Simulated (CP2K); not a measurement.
**Al in CP2K: the effect of functional**

The system is Al.

```
Al
1.0
     2.82449    0.00000    0.00000
    -0.88084    2.49445    0.00000
    -0.87938   -1.36374    2.28174
Al
1
Direct
  0.00000 0.00000 0.00000
```

This isn't the form of Al at room conditions, which is fcc.

Alike in all runs:

```yaml
Program: CP2K 2026.2
Potentials_or_basis: POTENTIAL_UZH Al GTH-PBE-q3; TZVP-MOLOPT-PBE-GTH basis
Density_cutoff: 9184 eV
k_mesh: 11 × 12 × 12
Occupations: fermi-dirac, width 0.05 eV
Spin: no spin polarisation
```

**Question.** One run gave: pressure 6.1 GPa. Which functional did it use?
A. MS2
B. BLYP
C. PBEsol
D. rev-vdW-DF2
E. PBE

**Answer.** B.

| functional | pressure (GPa) |
| --- | --- |
| PBE | 4.2 |
| LDA | 4.5 |
| PBEsol | 4.3 |
| vdW-DF-cx | 4.8 |
| BLYP | 6.1 |
| rev-vdW-DF2 | 5.1 |
| MS2 | 4.5 |

Caveats: the basis of atomic orbitals isn't converged, which shifts pressures, moduli and gaps; the potentials were made for another functional, which shifts forces and pressure (some runs).
